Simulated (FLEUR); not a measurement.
# Pd (Fm-3m) in FLEUR: further runs, part 2 of 2

FLEUR MaX-R8.1 (patched build s14). Earlier steps stand in the parts before.

## (4) Equation of state, PW91, 14.16 Å³/atom (volume scaled by 0.96)

File inp.xml:

```xml
<?xml version="1.0" encoding="UTF-8" standalone="no"?>
<fleurInput fleurInputVersion="0.39">
   <comment>
      Pd                                                                                                  
   </comment>
   <calculationSetup>
      <cutoffs Kmax="3.8" Gmax="11.8" GmaxXC="11.8" numbands="0"/>
      <scfLoop itmax="60" minDistance="0.00001" maxIterBroyd="15" imix="Anderson" alpha="0.05" precondParam="0.0" spinf="2.0"/>
      <coreElectrons ctail="T" frcor="F" kcrel="0" coretail_lmax="0"/>
      <xcFunctional name="pw91" relativisticCorrections="F"/>
      <magnetism jspins="1"/>
      <soc l_soc="F" theta="0.0" phi="0.0" spav="F"/>
      <expertModes spex="0" secvar="F"/>
      <geometryOptimization l_f="F" forcealpha="1.0" forcemix="BFGS" epsdisp="0.00001" epsforce="0.00001"/>
      <ldaU l_linMix="F" mixParam="0.05" spinf="1.0"/>
   </calculationSetup>
   <cell>
      <bzIntegration valenceElectrons="18.0" mode="hist" fermiSmearingEnergy="0.00183747">
         <kPointListSelection listName="default-1"/>
         <!-- k-points included here -->
         <xi:include xmlns:xi="http://www.w3.org/2001/XInclude" href="kpts.xml"> </xi:include>
      </bzIntegration>
      <!-- symmetry operations included here -->
      <xi:include xmlns:xi="http://www.w3.org/2001/XInclude" href="sym.xml"> </xi:include>
      <bulkLattice scale="0.9864848297">
         <bravaisMatrix>
            <row-1>    0.0000000000000000     3.6783519015338997     3.6783519015338997</row-1>
            <row-2>    3.6783519015338997     0.0000000000000000     3.6783519015338997</row-2>
            <row-3>    3.6783519015338997     3.6783519015338997     0.0000000000000000</row-3>
         </bravaisMatrix>
      </bulkLattice>
   </cell>
   <atomSpecies>
      <species name="Palladium (Pd)" element="Pd" atomicNumber="46">
         <mtSphere radius="2.36" gridPoints="797" logIncrement="0.016"/>
         <atomicCutoffs lmax="10" lnonsphr="8"/>
         <electronConfig flipSpins="F">
            <coreConfig>(1s1/2) (2s1/2) (2p1/2) (2p3/2) (3s1/2) (3p1/2) (3p3/2) (3d3/2) (3d5/2)</coreConfig>
            <valenceConfig>(4s1/2) (4p1/2) (4p3/2) (5s1/2) (4d3/2) (4d5/2)</valenceConfig>
            <stateOccupation state="(5s1/2)" spinUp="0.500000" spinDown="0.500000"/>
            <stateOccupation state="(4d3/2)" spinUp="1.800000" spinDown="1.800000"/>
            <stateOccupation state="(4d5/2)" spinUp="2.700000" spinDown="2.700000"/>
         </electronConfig>
         <energyParameters s="5" p="5" d="4" f="4"/>
         <lo type="SCLO" l="0" n="4" eDeriv="0"/>
         <lo type="SCLO" l="1" n="4" eDeriv="0"/>
         <lo type="SCLO" l="1" n="4" eDeriv="1"/>
         <lo type="SCLO" l="2" n="4" eDeriv="2"/>
         <lo type="SCLO" l="3" n="4" eDeriv="2"/>
      </species>
   </atomSpecies>
   <atomGroups>
      <atomGroup species="Palladium (Pd)">
         <relPos label="                   1">.0000000000 .0000000000 .0000000000</relPos>
         <force calculate="T" relaxXYZ="TTT"/>
      </atomGroup>
   </atomGroups>
   <output dos="F" band="F" slice="F">
      <checks vchk="F" cdinf="F"/>
      <bandDOS minEnergy="-.5*Htr" maxEnergy="0.5*Htr" sigma="0.015" storeEVData="T"/>
      <vacuumDOS vacdos="F" integ="F" star="F" nstars="0" locx1="0.0" locy1="0.0" locx2="0.0" locy2="0.0" nstm="0" tworkf="0.0"/>
      <unfoldingBand unfoldBand="F" supercellX="1" supercellY="1" supercellZ="1"/>
      <plotting iplot="0" polar="F">
         <plot TwoD="T" vec1="  1.0  0.0  0.0" vec2="  0.0  1.0  0.0" vec3="  0.0  0.0  1.0" zero="  0.0  0.0  0.0" file="plot"/>
      </plotting>
      <chargeDensitySlicing numkpt="0" minEigenval="0.0" maxEigenval="0.0" nnne="0" pallst="F"/>
      <specialOutput eonly="F"/>
      <magneticCircularDichroism mcd="F" energyLo="-10.0" energyUp="0.0"/>
   </output>
  <!-- We include the file relax.xml here to enable relaxations (see documentation) -->
  <xi:include xmlns:xi="http://www.w3.org/2001/XInclude" href="relax.xml"> <xi:fallback/> </xi:include>
</fleurInput>
```

Launch:

```console
> inpgen -f crystal.txt -profile fastHighL
> # inp.xml edited to the form shown
> fleur
```

Run time: 5.3 s. Hardware: 1 thread of Intel Xeon 6975P-C (Granite Rapids), shared host; peak memory 0.09 GiB.

The run converged. Its results:

| Quantity | Value |
| --- | --- |
| Free energy | -137359.1151 eV |
| Band gap on the k mesh | none (metal or under the smearing width) |
| Valence electrons inside the program's atomic spheres | Pd 16.52 (radii Pd 2.36 bohr) |

Caveat: the plane-wave cutoff is short for the semicore states, which can make moduli rough.

## (5) Equation of state, PW91, 14.75 Å³/atom

Edit inp.xml of step 4 so:

```diff
@@ -24,3 +24,3 @@
       <xi:include xmlns:xi="http://www.w3.org/2001/XInclude" href="sym.xml"> </xi:include>
-      <bulkLattice scale="0.9864848297">
+      <bulkLattice scale="1.0000000000">
          <bravaisMatrix>
```

Launch:

```console
> inpgen -f crystal.txt -profile fastHighL
> # inp.xml edited to the form shown
> fleur
```

It took 6 s on 1 thread of Intel Xeon 6975P-C (Granite Rapids), shared host; peak memory 0.09 GiB.

It converged, with:

| Item | Value |
| --- | --- |
| Free energy | -137359.1554 eV |
| Band gap on the k mesh | none (metal or under the smearing width) |
| Valence electrons inside the program's atomic spheres | Pd 16.47 (radii Pd 2.36 bohr) |

Caveat: the plane-wave cutoff is short for the semicore states, which can make moduli rough.

## (6) Equation of state, PW91, 15.34 Å³/atom (volume scaled by 1.04)

Edit inp.xml of step 5 so:

```diff
@@ -24,3 +24,3 @@
       <xi:include xmlns:xi="http://www.w3.org/2001/XInclude" href="sym.xml"> </xi:include>
-      <bulkLattice scale="1.0000000000">
+      <bulkLattice scale="1.0131594038">
          <bravaisMatrix>
```

Potentials or basis: all-electron, FLAPW.

Launch:

```console
> inpgen -f crystal.txt -profile fastHighL
> # inp.xml edited to the form shown
> fleur
```

Run time: 6.2 s. Hardware: 1 thread of Intel Xeon 6975P-C (Granite Rapids), shared host; peak memory 0.09 GiB.

It converged, with:

| Quantity | Value |
| --- | --- |
| Free energy | -137359.1662 eV |
| Band gap on the k mesh | none (metal or under the smearing width) |
| Valence electrons inside the program's atomic spheres | Pd 16.42 (radii Pd 2.36 bohr) |

Caveat: the plane-wave cutoff is short for the semicore states, which can make moduli rough.

## (7) Equation of state, PW91, 15.64 Å³/atom (volume scaled by 1.06)

Edit inp.xml of step 6 so:

```diff
@@ -24,3 +24,3 @@
       <xi:include xmlns:xi="http://www.w3.org/2001/XInclude" href="sym.xml"> </xi:include>
-      <bulkLattice scale="1.0131594038">
+      <bulkLattice scale="1.0196128224">
          <bravaisMatrix>
```

Launch:

```console
> inpgen -f crystal.txt -profile fastHighL
> # inp.xml edited to the form shown
> fleur
```

It took 6 s on 1 thread of Intel Xeon 6975P-C (Granite Rapids), shared host; peak memory 0.09 GiB.

Results (log left out):

| Quantity | Value |
| --- | --- |
| Free energy | -137359.1623 eV |
| Band gap on the k mesh | none (metal or under the smearing width) |
| Valence electrons inside the program's atomic spheres | Pd 16.40 (radii Pd 2.36 bohr) |

Caveat: the plane-wave cutoff is short for the semicore states, which can make moduli rough.

## (8) Equation of state, PW91

This step only gathers the single runs of the series.

What came out:

- Equilibrium volume: 15.29 Å³/atom (rough: see the caveat)
- Bulk modulus: 160 GPa (rough)

Energy against volume, from the lowest point:
```
volume (Å³/atom)  energy (meV/atom)
          13.865              86.47
          14.160              51.09
          14.750              10.79
          15.340               0.00
          15.635               3.98
```

Caveat: the fit is doubtful: noisy points or a state that changes with volume; the plane-wave cutoff is short for the semicore states, which can make moduli rough.
